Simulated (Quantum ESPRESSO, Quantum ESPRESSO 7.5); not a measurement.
# 2H-WS2, 2 layers, AA' stacking: a series in biaxial strain

Aim: how the results for 2H-WS2, 2 layers, AA' stacking change with biaxial strain.

Method: plane-wave DFT, PBE, GBRV ultrasoft pseudopotentials (geometry by pw.x at PBE-D3(BJ), GBRV ultrasoft), in Quantum ESPRESSO 7.5.

### 1. The structure

The cell holds 6 atoms: 4 S and 2 W. Cell: a = 3.180 Å, b = 3.180 Å, c = 25.151 Å, α = 90.0°, β = 90.0°, γ = 120.0°. It derives from WS2. Vacuum lies along c.

Set-up: Cell and atoms are first relaxed with a D3(BJ) correction; each strained cell is then held and the atoms relax in it. A periodic run with 15 Å of vacuum in the starting cell gives the vacuum levels, and bands follow along a path.

Members -2, -1, 0, 1 and 2 took the same steps and show in the table alone.

### 2. Variable-cell relaxation of the reference

What the set-up leaves free in this member is relaxed.

The input, ref.relax.in:

```
&control
  prefix = 'ref.relax'
  outdir = './out'
  pseudo_dir = './pseudo'
  nstep = 80
  forc_conv_thr = 0.0004
  calculation = 'vc-relax'
  etot_conv_thr = 1e-06
/
&system
  ibrav = 0
  nat = 6
  ntyp = 2
  ecutwfc = 50
  ecutrho = 250
  vdw_corr = 'grimme-d3'
  dftd3_version = 4
  occupations = 'smearing'
  smearing = 'fd'
  degauss = 0.004
/
&electrons
  conv_thr = 1e-09
  mixing_beta = 0.4
  electron_maxstep = 120
  mixing_mode = 'plain'
/
&ions
/
&cell
  cell_dofree = '2Dxy'
  press_conv_thr = 0.3
/
ATOMIC_SPECIES
  S   32.0600  s_pbe_v1.4.uspp.F.UPF
  W   183.8400  w_pbe_v1.2.uspp.F.UPF
CELL_PARAMETERS angstrom
  3.18000000000000 0.00000000000000 0.00000000000000
  -1.59000000000000 2.75396078403451 0.00000000000000
  0.00000000000000 0.00000000000000 25.15124046483792
ATOMIC_POSITIONS crystal
  S   0.333333333300 0.666666666700 0.298196027766
  W   0.000000000000 0.000000000000 0.367290437588
  S   0.333333333300 0.666666666700 0.436384847410
  S   0.000000000000 0.000000000000 0.563615152590
  W   0.333333333300 0.666666666700 0.632709562412
  S   0.000000000000 0.000000000000 0.701803972234
K_POINTS automatic
  12 12 1 0 0 0
```

Run with:

```
OMP_NUM_THREADS=1 mpirun -n 4 pw.x -nk 4 -in ref.relax.in > ref.relax.out
```

What it wrote:

```text
Program PWSCF v.7.5 starts
[citation notice left out]

     Parallel version (MPI & OpenMP), running on       4 processor cores
     Number of MPI processes:                 4
     Threads/MPI process:                     1

     MPI processes distributed on     1 nodes
[...]
Current dimensions of program PWSCF are:
     Max number of different atomic species (ntypx) = 10
     Max number of k-points (npk) =  40000
     Max angular momentum in pseudopotentials (lmaxx) =  4
     Message from routine setup:
     using ibrav=0 with symmetry is DISCOURAGED, use correct ibrav instead

     K-points division:     npool     =       4
     Subspace diagonalization in iterative solution of the eigenvalue problem:
     a serial algorithm will be used

     G-vector sticks info
     --------------------
     sticks:   dense  smooth     PW     G-vecs:    dense   smooth      PW
     Sum         625     499    151                98999    71175   11859

     Using Slab Decomposition

     bravais-lattice index     =            0
     lattice parameter (alat)  =       6.0093  a.u.
     unit-cell volume          =    1486.4177 (a.u.)^3
     number of atoms/cell      =            6
     number of atomic types    =            2
     number of electrons       =        52.00
     number of Kohn-Sham states=           31
     kinetic-energy cutoff     =      50.0000  Ry
     charge density cutoff     =     250.0000  Ry
     scf convergence threshold =      1.0E-09
     mixing beta               =       0.4000
     number of iterations used =            8  plain     mixing
     energy convergence thresh.=      1.0E-06
     force convergence thresh. =      4.0E-04
     press convergence thresh. =      3.0E-01
     Exchange-correlation= SLA  PW   PBE  PBE
                           (   1   4   3   4   0   0   0)
     nstep                     =           80

     celldm(1)=   6.009329  celldm(2)=   0.000000  celldm(3)=   0.000000
     celldm(4)=   0.000000  celldm(5)=   0.000000  celldm(6)=   0.000000

     crystal axes: (cart. coord. in units of alat)
               a(1) = (   1.000000   0.000000   0.000000 )
               a(2) = (  -0.500000   0.866025   0.000000 )
               a(3) = (   0.000000   0.000000   7.909195 )

     reciprocal axes: (cart. coord. in units 2 pi/alat)
               b(1) = (  1.000000  0.577350 -0.000000 )
               b(2) = (  0.000000  1.154701  0.000000 )
               b(3) = (  0.000000 -0.000000  0.126435 )

     PseudoPot. # 1 for S  read from file:
     ./pseudo/s_pbe_v1.4.uspp.F.UPF
     Pseudo is Ultrasoft + core correction, Zval =  6.0
     Generated by new atomic code, or converted to UPF format
     Using radial grid of  907 points,  6 beta functions with:
                l(1) =   0
                l(2) =   0
                l(3) =   1
                l(4) =   1
                l(5) =   2
                l(6) =   2
     Q(r) pseudized with  8 coefficients,  rinner =    1.300   1.300   1.300
                                                       1.300   1.300

     PseudoPot. # 2 for W  read from file:
     ./pseudo/w_pbe_v1.2.uspp.F.UPF
     Pseudo is Ultrasoft + core correction, Zval = 14.0
     Generated by new atomic code, or converted to UPF format
     Using radial grid of  923 points,  8 beta functions with:
                l(1) =   0
                l(2) =   0
                l(3) =   0
                l(4) =   1
                l(5) =   1
                l(6) =   2
                l(7) =   2
                l(8) =   3
     Q(r) pseudized with  6 coefficients,  rinner =    1.350   1.350   1.350
                                                       1.350   1.350   1.350
                                                       1.350

     atomic species   valence    mass     pseudopotential
     S                 6.00    32.06000     S ( 1.00)
     W                14.00   183.84000     W ( 1.00)

     12 Sym. Ops., with inversion, found ( 6 have fractional translation)

   Cartesian axes

     site n.     atom                  positions (alat units)
         1        S      tau(   1) = (  -0.0000000   0.5773503   2.3584906  )
         2        W      tau(   2) = (   0.0000000   0.0000000   2.9049717  )
         3        S      tau(   3) = (  -0.0000000   0.5773503   3.4514529  )
         4        S      tau(   4) = (   0.0000000   0.0000000   4.4577422  )
         5        W      tau(   5) = (  -0.0000000   0.5773503   5.0042234  )
         6        S      tau(   6) = (   0.0000000   0.0000000   5.5507045  )

     --------------------------------------------
     DFT-D3 Dispersion Correction (3-body terms):
     --------------------------------------------
       Reference C6 values for interpolation:

         atom   Coordination number   C6
         S          0.000           268.01
         S          0.995           261.99
         S          1.990           251.62
         W          0.000          1628.72
         W          1.929          1086.81
         W         10.915           796.19

       Values used:

         atom   Coordination number  R0_AB[au]  C6      C8
         S          3.493            3.128    251.62  12327.25
         W          9.581            3.766    796.19 128250.55
         S          3.546            3.128    251.62  12327.25
         S          3.546            3.128    251.62  12327.25
         W          9.581            3.766    796.19 128250.55
         S          3.493            3.128    251.62  12327.25

         Molecular C6 ( Ry / a.u.^6 ) =     14354.95

     number of k points=    19  Fermi-Dirac smearing, width (Ry)=  0.0040
                       cart. coord. in units 2pi/alat
        k(    1) = (   0.0000000   0.0000000   0.0000000), wk =   0.0138889
        k(    2) = (   0.0000000   0.0962250   0.0000000), wk =   0.0833333
        k(    3) = (   0.0000000   0.1924501   0.0000000), wk =   0.0833333
        k(    4) = (   0.0000000   0.2886751   0.0000000), wk =   0.0833333
        k(    5) = (   0.0000000   0.3849002   0.0000000), wk =   0.0833333
        k(    6) = (   0.0000000   0.4811252   0.0000000), wk =   0.0833333
        k(    7) = (   0.0000000  -0.5773503   0.0000000), wk =   0.0416667
        k(    8) = (   0.0833333   0.1443376   0.0000000), wk =   0.0833333
        k(    9) = (   0.0833333   0.2405626   0.0000000), wk =   0.1666667
        k(   10) = (   0.0833333   0.3367877   0.0000000), wk =   0.1666667
[...]
k(   19) = (   0.3333333   0.5773503   0.0000000), wk =   0.0277778

     Dense  grid:    98999 G-vectors     FFT dimensions: (  36,  36, 240)

[...]
atom    3 type  1   force =     0.00000000   -0.00000000   -0.02409289
     atom    4 type  1   force =    -0.00000000    0.00000000    0.02409289
     atom    5 type  2   force =     0.00000000    0.00000000   -0.00136962
     atom    6 type  1   force =     0.00000000   -0.00000000   -0.02690587

     Total force =     0.051113     Total SCF correction =     0.000064

     Computing stress (Cartesian axis) and pressure

     negative rho (up, down):  1.383E-01 0.000E+00
          total   stress  (Ry/bohr**3)                   (kbar)     P=      -11.18
   0.00001553  -0.00000000  -0.00000000            2.28       -0.00       -0.00
  -0.00000000   0.00001553  -0.00000000           -0.00        2.28       -0.00
  -0.00000000  -0.00000000  -0.00025912           -0.00       -0.00      -38.12

     Energy error            =      2.3E-02 Ry
     Gradient error          =      2.7E-02 Ry/Bohr
     Cell gradient error     =      2.3E+00 kbar

     number of scf cycles    =   3
     number of bfgs steps    =   2

     enthalpy           old  =    -415.1595488268 Ry
     enthalpy           new  =    -415.1829816330 Ry

     CASE: enthalpy          _new < enthalpy          _old

     new trust radius        =       0.0629503992 bohr
     new conv_thr            =       0.0000000007 Ry

     new unit-cell volume =   1436.37467 a.u.^3 (   212.84877 Ang^3 )
     density =      3.86892 g/cm^3

CELL_PARAMETERS (angstrom)
   3.126011335  -0.000000000   0.000000000
  -1.563005667   2.707205228   0.000000000
   0.000000000   0.000000000  25.151240465

ATOMIC_POSITIONS (crystal)
S                0.3333333333        0.6666666667        0.3041000669
W                0.0000000000        0.0000000000        0.3674051797
S                0.3333333333        0.6666666667        0.4307095063
S               -0.0000000000        0.0000000000        0.5692904937
W                0.3333333333        0.6666666667        0.6325948203
S               -0.0000000000        0.0000000000        0.6958999331

[...]
NEW-OLD atomic charge density approx. for the potential
     New effective cutoffs (rho, wfc):  258.57   51.73

     Check: negative core charge=   -0.000001

     negative rho (up, down):  1.382E-01 0.000E+00

     total cpu time spent up to now is      197.4 secs

     per-process dynamical memory:   128.7 Mb

[...]
!    total energy              =    -415.18606830 Ry
[...]
Total force =     0.003756     Total SCF correction =     0.000061
[...]
number of bfgs steps    =   3
[...]
new trust radius        =       0.0178154541 bohr
[...]
!    total energy              =    -415.18668893 Ry
[...]
Total force =     0.003767     Total SCF correction =     0.000012
[...]
number of bfgs steps    =   4
[...]
new trust radius        =       0.0195969995 bohr
[...]
!    total energy              =    -415.18718538 Ry
[...]
Total force =     0.003499     Total SCF correction =     0.000016
[...]
number of bfgs steps    =   5
[...]
new trust radius        =       0.0293954992 bohr
[...]
!    total energy              =    -415.19006761 Ry
[...]
Total force =     0.000849     Total SCF correction =     0.000005
[...]
number of bfgs steps    =  20
[...]
WARNING: bfgs curvature condition failed, Theta= 0.923
     new trust radius        =       0.0064706248 bohr
[...]
iteration # 10     ecut=    50.00 Ry     beta= 0.40
[...]
negative rho (up, down):  1.375E-01 0.000E+00

[...]
End of self-consistent calculation

          k = 0.0000 0.0000 0.0000 (  8879 PWs)   bands (ev):

   -71.5569 -71.5569 -35.8039 -35.8038 -35.6413 -35.6413 -35.6413 -35.6413
   -12.4090 -12.2819 -10.8195 -10.5912  -4.2303  -3.6729  -0.3811  -0.3811
    -0.3728  -0.3728  -0.2183   0.8470   0.8470   0.8766   0.8766   0.8815
     2.2063   2.8975   5.3547   5.3547   5.3678   5.3678   5.4682

          k = 0.0000 0.0964 0.0000 (  8879 PWs)   bands (ev):

   -71.5557 -71.5557 -35.7996 -35.7996 -35.6648 -35.6648 -35.6468 -35.6468
   -12.2936 -12.1664 -10.7728 -10.5514  -4.0934  -3.5361  -0.6849  -0.6712
    -0.4595  -0.2698  -0.2580   0.2355   0.6640   0.6961   0.9360   1.2619
     2.1815   2.7323   5.2400   5.2639   5.2664   5.3390   5.3437

          k = 0.0000 0.1929 0.0000 (  8874 PWs)   bands (ev):

   -71.5525 -71.5525 -35.7880 -35.7880 -35.7285 -35.7285 -35.6616 -35.6616
   -11.9642 -11.8379 -10.6397 -10.4390  -3.7224  -3.1724  -1.3936  -1.3586
    -0.9692  -0.4939   0.0340   0.0581   0.2402   0.2749   0.8757   1.2763
     2.0080   2.2268   4.7432   5.0297   5.1199   5.2474   5.2541

          k = 0.0000 0.2893 0.0000 (  8846 PWs)   bands (ev):

   -71.5482 -71.5482 -35.8144 -35.8144 -35.7722 -35.7722 -35.6818 -35.6818
   -11.4727 -11.3511 -10.4426 -10.2753  -3.3096  -2.8601  -2.1256  -1.9731
    -1.5542  -1.2451  -0.2357  -0.1928   0.4515   0.4902   0.6183   0.9921
     1.5546   1.6300   4.6130   4.9603   5.0402   5.0804   5.5615

          k = 0.0000 0.3858 0.0000 (  8884 PWs)   bands (ev):

   -71.5438 -71.5438 -35.8991 -35.8991 -35.7563 -35.7562 -35.7020 -35.7020
   -10.9118 -10.8034 -10.2221 -10.0989  -3.4462  -3.2550  -2.4082  -2.0913
    -2.0222  -1.7618  -0.6288  -0.5835   0.3613   0.6591   0.8343   0.9023
     1.1835   1.3329   4.9014   5.0033   5.0914   5.2638   5.9840

          k = 0.0000 0.4822 0.0000 (  8902 PWs)   bands (ev):

   -71.5406 -71.5406 -35.9603 -35.9603 -35.7446 -35.7446 -35.7167 -35.7167
   -10.4302 -10.3469 -10.0381  -9.9645  -3.9270  -3.7729  -2.6883  -2.5112
    -2.1084  -1.7624  -0.8830  -0.8362   0.2387   0.4341   1.0743   1.1709
     1.2822   1.4393   5.2162   5.2616   5.3939   5.6044   6.2592

[...]
the Fermi energy is     3.5348 ev

!    total energy              =    -415.19018899 Ry
     estimated scf accuracy    <          7.1E-12 Ry
     smearing contrib. (-TS)   =      -0.00000002 Ry
     internal energy E=F+TS    =    -415.19018897 Ry

     The total energy is F=E-TS. E is the sum of the following terms:
     one-electron contribution =   -2739.49146881 Ry
     hartree contribution      =    1374.95631247 Ry
     xc contribution           =    -116.41908395 Ry
     ewald contribution        =    1065.91817055 Ry
     DFT-D3 Dispersion         =      -0.15411923 Ry

     convergence has been achieved in  10 iterations

     negative rho (up, down):  1.375E-01 0.000E+00

     Forces acting on atoms (cartesian axes, Ry/au):

     atom    1 type  1   force =     0.00000000   -0.00000000   -0.00026956
     atom    2 type  2   force =    -0.00000000   -0.00000000    0.00006009
     atom    3 type  1   force =    -0.00000000    0.00000000    0.00050686
     atom    4 type  1   force =     0.00000000    0.00000000   -0.00050686
     atom    5 type  2   force =     0.00000000   -0.00000000   -0.00006009
     atom    6 type  1   force =    -0.00000000   -0.00000000    0.00026956

     Total force =     0.000816     Total SCF correction =     0.000013

     Computing stress (Cartesian axis) and pressure

     negative rho (up, down):  1.375E-01 0.000E+00
          total   stress  (Ry/bohr**3)                   (kbar)     P=       -4.47
  -0.00004308  -0.00000000   0.00000000           -6.34       -0.00        0.00
  -0.00000000  -0.00004308   0.00000000           -0.00       -6.34        0.00
   0.00000000   0.00000000  -0.00000505            0.00        0.00       -0.74

     Energy error            =      1.2E-04 Ry
     Gradient error          =      5.1E-04 Ry/Bohr
     Cell gradient error     =      6.3E+00 kbar

     number of scf cycles    =  22
     number of bfgs steps    =
```

The job ended after 25 min (4 MPI ranks of Arm Neoverse V1, shared host; peak memory 1.2 GiB; 1.7 h of CPU time).

The steps of the relaxation (22 of 27):

```csv
step,energy less that of the first step (eV),largest force (eV/Å),volume (Å³)
1,0.0000,2.6649,220.26
2,-0.5743,1.8044,216.48
3,-0.8931,0.6918,213.28
5,-0.9435,0.0569,213.85
6,-0.9503,0.0480,214.96
7,-0.9555,0.0357,216.62
8,-0.9560,0.0380,217.21
10,-0.9565,0.0388,217.43
11,-0.9569,0.0391,217.52
12,-0.9576,0.0397,217.63
13,-0.9587,0.0403,217.75
15,-0.9627,0.0426,218.11
16,-0.9662,0.0432,218.38
17,-0.9712,0.0396,218.73
18,-0.9775,0.0353,219.18
20,-0.9878,0.0046,219.97
21,-0.9895,0.0138,219.63
22,-0.9912,0.0130,219.26
23,-0.9932,0.0095,218.71
25,-0.9952,0.0001,217.32
26,-0.9952,0.0000,217.33
27,-0.9937,0.0001,217.33
```

```csv
cell as run,before,after,change
a (Å),3.180,3.159,-0.7 %
b (Å),3.180,3.159,-0.7 %
```

The atoms that moved most (Å, along periodic axes as changes of fractional coordinates times the final cell, across vacuum about the mean position):

```csv
atom,dx,dy,dz,length
S6,0.000,0.000,-0.437,0.437
S1,0.000,0.000,0.437,0.437
W2,0.000,0.000,0.277,0.277
W5,0.000,0.000,-0.277,0.277
S3,0.000,0.000,0.115,0.115
S4,0.000,0.000,-0.115,0.115
```

The relaxed structure:

```xyz
6
Lattice="3.1587 0.0000 0.0000 -1.5794 2.7355 0.0000 0.0000 0.0000 25.1512" Properties=species:S:1:pos:R:3
S     0.0000    1.8237    7.9375
W     0.0000    0.0000    9.5149
S     0.0000    1.8237   11.0907
S     0.0000    0.0000   14.0605
W     0.0000    1.8237   15.6364
S     0.0000    0.0000   17.2138
```

 The last row is no step: it is a fresh SCF in the final cell with a new plane-wave basis, +2 meV from the row before.

Read from the output:

- free energy: -5648.9528 eV
- Fermi energy: 3.589 eV

[end of part 1 of 6]

[Logs are printed without paths, hosts, clocks, repeated set-up lines and the standing remarks that a program may print on its own settings, such as how far it seeks lower states.]

[Hosts, paths, dates, database ids (printed as entryN), source tags and the programs' standing remarks are cut or masked in the printed files.]

[Maps of the electrostatic potential energy from Ansatz leave out the sawtooth potential of an applied field or a dipole correction, so their vacuum need not be flat; planar profiles and work functions include it.]
